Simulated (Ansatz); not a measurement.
All numbers below come from Ansatz 0.2.0, DFT PBE, scalar-relativistic, plane waves, PAW. All cells share a 420 eV cutoff and Γ-centred k meshes spaced at most about 0.3 Å⁻¹ (about 0.25 or finer for metals, 2π included). No spin polarisation.

Each guess is relaxed in cell and atoms at zero pressure, on a coarse mesh first where it starts far from rest and then on a converged one. The steps can't lower the symmetry of the start, but it can rise. Energies are static (0 K, no zero-point motion).

Two unrelaxed guesses for Bi4Te3:

A.

```
Bi Te
1.0
     6.01399    0.00000    0.00000
     0.00000    6.01399    0.00000
     0.00000    0.00000    7.18700
Bi Te
4 3
Cartesian
  4.5179 3.0070 3.5935
  1.4960 3.0070 3.5935
  3.0070 4.5179 3.5935
  3.0070 1.4960 3.5935
  3.0070 3.0070 1.0447
  3.0070 3.0070 6.1423
  0.0000 0.0000 3.5935
```

B.

```
Bi Te
1.0
     6.28480    0.00000    0.00000
    -3.14240    5.44280    0.00000
     0.00000    0.00000    8.10581
Bi Te
4 3
Direct
  0.54225 0.45775 0.50000
  0.54225 0.08450 0.50000
  0.91550 0.45775 0.50000
  0.33333 0.66667 0.00000
  0.20517 0.79483 0.50000
  0.20517 0.41034 0.50000
  0.58966 0.79483 0.50000
```

Question: Which guess leads to the lower structure, and by how much?

Answer: B ends lower, by 299 meV/atom. A: P4/mmm at 37.1 Å³/atom → P4/mmm at 61.7 Å³/atom; B: P-6m2 at 39.6 Å³/atom → P-6m2 at 32.9 Å³/atom. Counting Te atoms around Bi (those within 1.25 times the shortest such distance or 1.15 times the sum of covalent radii, 1.27 where that leaves under three; a plus sign parts nearer from farther groups; the shortest distance is added where it exceeds 1.18 times the sum of covalent radii; a slash parts the counts of unlike sites), the end of A has Bi 2+2 and the end of B has Bi 2/6 from 3.7 Å. The end of A holds Te–Te pairs (shortest 2.92 Å); in the end of B the shortest Te–Te distance is 3.25 Å, near bonding range too. End of A. Conventional cell: a = 7.359 Å, c = 7.976 Å. Around Bi lie 3 Bi at 3.00–3.08 Å, 2 Te at 3.34 Å and 2 Te at 3.97 Å; Te on a site of symmetry 4mm has 1 Te at 2.92 Å and 4 Bi at 3.34 Å; Te on a site of symmetry 4/mmm has 8 Bi at 3.97 Å. End of B. Conventional cell: a = 8.992 Å, c = 3.288 Å. Bi on a site of symmetry mm2 has 2 Te at 3.27 Å, 4 Bi at 3.29–3.41 Å and 2 Bi at 3.62 Å; Bi on a site of symmetry -6m2 has 2 Bi at 3.29 Å, 6 Bi at 3.62 Å and 6 Te at 3.70 Å; Te has 4 Te at 3.25–3.29 Å, 2 Bi at 3.27 Å and 2 Bi at 3.70 Å.

Ends held by symmetry can be saddle points. Neither end is the lowest form computed: that has space group R-3m (No. 166), is reached from a cell as deposited in COD and lies 0.30 eV/atom below the better end. Even the lowest of the cells shown lies +0.13 eV/atom against the elements. Spin–orbit coupling, which can matter for Bi and Te, is left out. Some candidate types were left out of the draw beforehand, so a known form may be missing.
